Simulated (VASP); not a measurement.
# BP (F-43m) in VASP: settings compared, part 2 of 2

VASP 6.6.1. The steps go on from the part before.

## 5. Relaxation of the atoms, PBE (a relaxed cell with its volume scaled by 0.94)

The input, INCAR:

```
  PREC = Accurate
  ENCUT = 300
  EDIFF = 1E-7
  ISMEAR = 0
  SIGMA = 0.03
  LREAL = F
  LASPH = T
  NELM = 80
  ALGO = Fast
  ISIF = 2
  LWAVE = F
  LCHARG = F
  GGA = PE
  IBRION = 2
  NSW = 40
  EDIFFG = -0.01
```

The input, KPOINTS:

```
regular mesh
0
Gamma
  5 5 5
```

The input, POSCAR:

```
BP                                      
1.0
    0.0000000000      2.2267155682      2.2267155682
    2.2267155682      0.0000000000      2.2267155682
    2.2267155682      2.2267155682      0.0000000000
  B               P             
     1     1
Direct
     0.0000000000000000    0.0000000000000000    0.0000000000000000
     0.2500000000000000    0.2500000000000000    0.2500000000000000
```

Potentials or basis: VASP PAW PBE potentials, release 64 (B_s, P).

On the command line:

```console
$ cat potpaw_PBE.64/B_s/POTCAR potpaw_PBE.64/P/POTCAR > POTCAR
$ mpirun -np 1 vasp_std > vasp.out
```

OUTCAR:

```text
PREC = Accurate
   ENCUT = 300
   EDIFF = 1E-7
   ISMEAR = 0
   LREAL = F
   LASPH = T
   NELM = 80
   ISIF = 2
   GGA = PE
   IBRION = 2
   NSW = 40
   EDIFFG = -0.01

 ion  position               nearest neighbor table
   1  0.000  0.000  0.000-   2 1.93   2 1.93   2 1.93   2 1.93
   2  0.250  0.250  0.250-   1 1.93   1 1.93   1 1.93   1 1.93

  LATTYP: Found a face centered cubic cell.
 ALAT       =     4.4534311364

  Lattice vectors:

 A1 = (   0.0000000000,   2.2267155682,   2.2267155682)
 A2 = (   2.2267155682,   0.0000000000,   2.2267155682)
 A3 = (   2.2267155682,   2.2267155682,   0.0000000000)

Analysis of symmetry for initial positions (statically):
=====================================================================
 Subroutine PRICEL returns:
 Original cell was already a primitive cell.

 Routine SETGRP: Setting up the symmetry group for a
 face centered cubic supercell.

 Subroutine GETGRP returns: Found 24 space group operations
 (whereof 24 operations were pure point group operations)
 out of a pool of 48 trial point group operations.

The static configuration has the point symmetry T_d .

Analysis of symmetry for dynamics (positions and initial velocities):
=====================================================================
 Subroutine PRICEL returns:
 Original cell was already a primitive cell.

 Routine SETGRP: Setting up the symmetry group for a
 face centered cubic supercell.

 Subroutine GETGRP returns: Found 24 space group operations
 (whereof 24 operations were pure point group operations)
 out of a pool of 48 trial point group operations.

The dynamic configuration has the point symmetry T_d .

 Subroutine INISYM returns: Found 24 space group operations
 (whereof 24 operations are pure point group operations),
 and found     1 'primitive' translations

----------------------------------------------------------------------------------------
[... 103 lines left out ...]
   GGA     = PE    functional components
   LHFCALC =     F    Hartree Fock is set to
   AEXX    =    0.0000 exact exchange contribution
   IVDW    =     0    specifies the selected vdW correction
   LEPSILON=     F    determine dielectric tensor
   LRPA    =     F    only Hartree local field effects (RPA)
 conjugate gradient relaxation of ions
 non-spin polarized calculation
 RMM-DIIS sequential band-by-band and
 Gauss-broadening in eV      SIGMA  =   0.03
  energy-cutoff  :      300.00
  volume of cell :       22.08
 maximum number of plane-waves:       274
 NGX is ok and might be reduce to    18
   NGX =  9   NGY =  9   NGZ =  9

 number of electron       7.9999999 magnetization

 Free energy of the ion-electron system (eV)
  ---------------------------------------------------
  ext. energy  EPLUGINS =         0.00000000
  ---------------------------------------------------
  free energy    TOTEN  =       -12.80949862 eV

  energy without entropy =      -12.80949862  energy(sigma->0) =      -12.80949862

 E-fermi :   8.9760     XC(G=0): -11.1056

 val. band max:        8.8111399712   @ k =   0.0000   0.0000   0.0000
 cond. band min:       9.9629459763   @ k =   0.4000   0.4000   0.0000
 fundamental gap:      1.1518060051
 Fermi energy:         8.9760204426

 k-point     1 :       0.0000    0.0000    0.0000
  band No.  band energies     occupation
      1      -7.1776      2.00000
      2       8.8111      2.00000
      3       8.8111      2.00000
      4       8.8111      2.00000
      5      12.2942      0.00000
      6      12.2942      0.00000
      7      12.2942      0.00000
      8      17.0524      0.00000
[... 89 lines left out ...]
 k-point    10 :      -0.4000    0.4000    0.2000
  band No.  band energies     occupation
      1      -2.6703      2.00000
      2       1.1051      2.00000
      3       2.8376      2.00000
      4       4.2508      2.00000
      5      13.4363      0.00000
      6      14.6110      0.00000
      7      15.8817      0.00000
      8      19.7897      0.00000

------------------------ aborting loop because EDIFF is reached ----------------------------------------

  FORCE on cell =-STRESS in cart. coord.  units (eV):
  Direction    XX          YY          ZZ          XY          YZ          ZX
  --------------------------------------------------------------------------------------
  -------------------------------------------------------------------------------------
  Total        1.5643383      1.5643383      1.5643383      0.0000000      0.0000000      0.0000000
  in kB      113.5055327    113.5055327    113.5055327      0.0000000      0.0000000      0.0000000
  external PRESSURE =     113.5055327 kB  Pullay stress =       0.0000000 kB

 VOLUME and BASIS-vectors are now :
 -----------------------------------------------------------------------------
  energy-cutoff  :      300.00
  volume of cell :       22.08
      direct lattice vectors                 reciprocal lattice vectors
     0.000000000  2.226715568  2.226715568    -0.224545967  0.224545967  0.224545967
     2.226715568  0.000000000  2.226715568     0.224545967 -0.224545967  0.224545967
     2.226715568  2.226715568  0.000000000     0.224545967  0.224545967 -0.224545967

 POSITION                                       TOTAL-FORCE (eV/Angst)
 -----------------------------------------------------------------------------------
      0.00000      0.00000      0.00000         0.000000      0.000000     -0.000000
      1.11336      1.11336      1.11336        -0.000000     -0.000000      0.000000
 -----------------------------------------------------------------------------------
    total drift:                               -0.000000     -0.000000     -0.000000

  FREE ENERGIE OF THE ION-ELECTRON SYSTEM (eV)
  ---------------------------------------------------
  free  energy   TOTEN  =       -12.8094986206 eV

  energy  without entropy=      -12.8094986206  energy(sigma->0) =      -12.80949862

 reached required accuracy - stopping structural energy minimisation
```

OSZICAR:

```text
N       E                     dE             d eps       ncg     rms          rms(c)
DAV:   1     0.744841142626E+01    0.74484E+01   -0.29529E+03   168   0.569E+02
DAV:   2    -0.131746144535E+02   -0.20623E+02   -0.19733E+02   256   0.109E+02
DAV:   3    -0.136778504321E+02   -0.50324E+00   -0.50324E+00   184   0.184E+01
DAV:   4    -0.136866372757E+02   -0.87868E-02   -0.87868E-02   256   0.323E+00
DAV:   5    -0.136866424401E+02   -0.51644E-05   -0.51644E-05   192   0.679E-02    0.842E+00
RMM:   6    -0.129037495941E+02    0.78289E+00   -0.52501E-01   178   0.125E+01    0.488E+00
RMM:   7    -0.128175197796E+02    0.86230E-01   -0.72682E-01   197   0.642E+00    0.170E+00
RMM:   8    -0.128101376627E+02    0.73821E-02   -0.47035E-02   199   0.285E+00    0.482E-01
RMM:   9    -0.128094738527E+02    0.66381E-03   -0.10446E-02   199   0.100E+00    0.105E-01
RMM:  10    -0.128095589546E+02   -0.85102E-04   -0.12969E-03   185   0.317E-01    0.598E-02
RMM:  11    -0.128095019812E+02    0.56973E-04   -0.16915E-04   197   0.151E-01    0.403E-02
RMM:  12    -0.128094973380E+02    0.46432E-05   -0.20994E-05   196   0.535E-02    0.137E-02
RMM:  13    -0.128094992409E+02   -0.19029E-05   -0.12153E-05   191   0.295E-02    0.875E-03
RMM:  14    -0.128094987266E+02    0.51429E-06   -0.11524E-06   164   0.211E-02    0.400E-03
RMM:  15    -0.128094985875E+02    0.13916E-06   -0.57458E-07   149   0.118E-02    0.806E-04
RMM:  16    -0.128094986206E+02   -0.33110E-07   -0.19981E-07   135   0.745E-03
   1 F= -.12809499E+02 E0= -.12809499E+02  d E =-.128095E+02
```

CONTCAR:

```text
BP
   1.00000000000000
     0.0000000000000000    2.2267155681999999    2.2267155681999999
     2.2267155681999999    0.0000000000000000    2.2267155681999999
     2.2267155681999999    2.2267155681999999    0.0000000000000000
  B               P
     1     1
Direct
     0.0000000000000000    0.0000000000000000    0.0000000000000000
     0.2500000000000000    0.2500000000000000    0.2500000000000000

  0.00000000E+00  0.00000000E+00  0.00000000E+00
  0.00000000E+00  0.00000000E+00  0.00000000E+00
```

Wall time 3.9 s (1 thread of Intel Xeon Platinum 8488C (Sapphire Rapids), shared host); peak memory 0.11 GiB.

Results:

```
Free energy            : -12.8095 eV
Band gap on the k mesh : 1.15 eV, indirect (least direct gap 3.48 eV)
```

Final structure:
```xyz
2
Lattice="0.0000 2.2267 2.2267 2.2267 0.0000 2.2267 2.2267 2.2267 0.0000" Properties=species:S:1:pos:R:3 pbc="T T T"
B     0.0000    0.0000    0.0000
P     1.1134    1.1134    1.1134
```

Levels at points of the mesh, in eV from the valence-band top:
```
           k point  band 2  band 3  band 4  band 5  band 6  band 7
(0.00, 0.00, 0.00)    0.00    0.00    0.00    3.48    3.48    3.48
```

Caveat: the k mesh is coarse (spacing up to 0.49 Å⁻¹), so the values aren't converged; the cutoff is under 1.25 times the usual one of these potentials, so pressure, stress and relaxed cells hold a basis-set (Pulay) error; the relaxation stopped at its first step, so nothing moved; an odd mesh through Γ misses points on the zone boundary, where band edges often lie.
